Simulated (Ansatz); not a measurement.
Isomers of C5H6, relaxed with PBE0-D4/def2-TZVP in Ansatz; electronic energies, one conformer each and not always the lowest. Functionals use def2-TZVPP; CBS adds triple-zeta CCSD(T) − MP2 to the MP2 limit of def2-TZVPP and def2-QZVPP.

Question: Order them by energy at frozen-core CCSD(T)/CBS, lowest first. (An estimate is asked.)
A. `C=C1C=C1C`
B. `C=CC1=CC1`
C. `C1=CCC=C1`
D. `CC1=CC=C1`
E. `C#CC1CC1`
F. `C#CC(=C)C`
G. `C1=C[C@H]2C[C@@H]12`

Answer: C (0.0 kJ/mol), F (125.6 kJ/mol), E (165.6 kJ/mol), G (196.3 kJ/mol), B (203.4 kJ/mol), A (211.0 kJ/mol), D (256.5 kJ/mol).

Question: How do B3LYP, PBE-D4, PBE0-D4, r2SCAN-D4 place them (kJ/mol, against `C1=CCC=C1`)? (Estimate.)

Answer: Ansatz gave: 
| isomer | B3LYP | PBE-D4 | PBE0-D4 | r2SCAN-D4 |
| --- | --- | --- | --- | --- |
| `C#CC1CC1` | 161.1 | 170.6 | 172.6 | 169.2 |
| `CC1=CC=C1` | 263.9 | 262.4 | 271.7 | 278.3 |
| `C=CC1=CC1` | 188.4 | 191.6 | 201.4 | 197.0 |
| `C1=C[C@H]2C[C@@H]12` | 208.2 | 190.2 | 189.8 | 200.5 |
| `C#CC(=C)C` | 115.2 | 137.7 | 147.8 | 135.2 |
| `C=C1C=C1C` | 188.7 | 191.3 | 197.6 | 195.1 |

B3LYP here is the variant with VWN-RPA as its local correlation; programs differ in this.
